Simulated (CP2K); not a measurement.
Runs of CP2K 2026.2 on MgB2. Symmetry: P6/mmm, No. 191, hexagonal system. The conventional cell has a = 3.085 Å, b = 3.085 Å, c = 3.523 Å, α = 90.00°, β = 90.00°, γ = 120.00°. Around Mg (site symmetry 6/mmm) lie 12 B at 2.51 Å. B (site symmetry -6m2) has 3 B at 1.78 Å as nearest neighbours. 

```csv
task,level,potentials or basis,cell,k mesh,smearing,EPS_DEFAULT,k points reduced by the point group,NGRIDS,hirshfeld SHAPE_FUNCTION,VORONOI_RADII,gap on the mesh (eV),pressure (GPa),V0 of scaled cells (Å³/atom),B0 (GPa),largest force (eV/Å)
atomic charges,LDA,"GTH_POTENTIALS Mg GTH-PADE-q10, B GTH-PADE-q3; TZVP-MOLOPT-PBE-GTH basis",cell strained at random at fixed volume,10 × 10 × 8,gaussian 0.01 eV,1.0E-10,yes,4,GAUSSIAN,VDW,none,-5.2,-,-,0.09
relaxation of cell and atoms,LDA,"GTH_POTENTIALS Mg GTH-PADE-q10, B GTH-PADE-q3; TZVP-MOLOPT-PBE-GTH basis",relaxed,8 × 8 × 6,fermi-dirac 0.01 eV,1.0E-9,-,4,-,-,none,0.0,-,-,0.09
equation of state,PBEsol,"POTENTIAL_UZH Mg GTH-PBE-q10, B GTH-PBE-q3; TZVP-MOLOPT-PBE-GTH basis",as given,10 × 10 × 8,fermi-dirac 0.05 eV,1.0E-10,yes,4,-,-,-,-,9.62,152,-
band structure,PBEsol,"POTENTIAL_UZH Mg GTH-PBE-q10, B GTH-PBE-q3; TZVP-MOLOPT-PBE-GTH basis",as given,10 × 10 × 8,fermi-dirac 0.01 eV,1.0E-10,yes,5,-,-,none,-0.9,-,-,-
band structure,r2SCAN,"POTENTIAL_UZH Mg GTH-SCAN-q10, B GTH-SCAN-q3; TZVP-MOLOPT-SCAN-GTH basis",as given,10 × 10 × 8,fermi-dirac 0.05 eV,1.0E-9,yes,4,-,-,none,-1.9,-,-,-
band structure,PBE,"POTENTIAL_UZH Mg GTH-PBE-q10, B GTH-PBE-q3; TZVP-MOLOPT-PBE-GTH basis",as given,10 × 10 × 8,fermi-dirac 0.01 eV,1.0E-9,yes,5,-,-,none,0.2,-,-,-
single point,PBEsol,"POTENTIAL_UZH Mg GTH-PBE-q10, B GTH-PBE-q3; TZVP-MOLOPT-PBE-GTH basis",as given,10 × 10 × 8,fermi-dirac 0.05 eV,1.0E-10,yes,5,-,-,none,-0.9,-,-,-
band structure,LDA,"GTH_POTENTIALS Mg GTH-PADE-q10, B GTH-PADE-q3; TZVP-MOLOPT-PBE-GTH basis",as given,10 × 10 × 8,fermi-dirac 0.05 eV,1.0E-9,yes,4,-,-,none,-6.1,-,-,-
single point,PBE,"POTENTIAL_UZH Mg GTH-PBE-q10, B GTH-PBE-q3; TZVP-MOLOPT-PBE-GTH basis",as given,10 × 10 × 8,fermi-dirac 0.05 eV,1.0E-10,yes,4,-,-,none,0.2,-,-,-
band structure,PBE,"POTENTIAL_UZH Mg GTH-PBE-q10, B GTH-PBE-q3; TZVP-MOLOPT-PBE-GTH basis",as given,10 × 10 × 8,fermi-dirac 0.1 eV,1.0E-9,yes,4,-,-,none,0.2,-,-,-
relaxation of cell and atoms,PBEsol,"POTENTIAL_UZH Mg GTH-PBE-q10, B GTH-PBE-q3; TZVP-MOLOPT-PBE-GTH basis",relaxed,8 × 8 × 6,fermi-dirac 0.05 eV,1.0E-9,-,5,-,-,none,0.0,-,-,0.01
equation of state,PBE,"POTENTIAL_UZH Mg GTH-PBE-q10, B GTH-PBE-q3; TZVP-MOLOPT-PBE-GTH basis",as given,10 × 10 × 8,fermi-dirac 0.05 eV,1.0E-10,yes,5,-,-,-,-,(b),(a),-
```

Alike in all rows: no spin polarisation.

Q: Estimate the missing entries.

A: (a) 149; (b) 9.70.

Caveats: the basis of atomic orbitals isn't converged, which shifts pressures, moduli and gaps; the potentials were made for another functional, which shifts forces and pressure (some runs); the cell was scaled at fixed shape and fractional positions, which overstates the stiffness of a crystal with free parameters, most of all of layers and chains (some runs); more than 0.5 GPa of stress was left at the end, so the final cell isn't listed (some runs).

A k mesh can miss the band edges.

A gap of «none» marks a metal or a gap under the smearing width.

Not every run made on this cell is shown here.
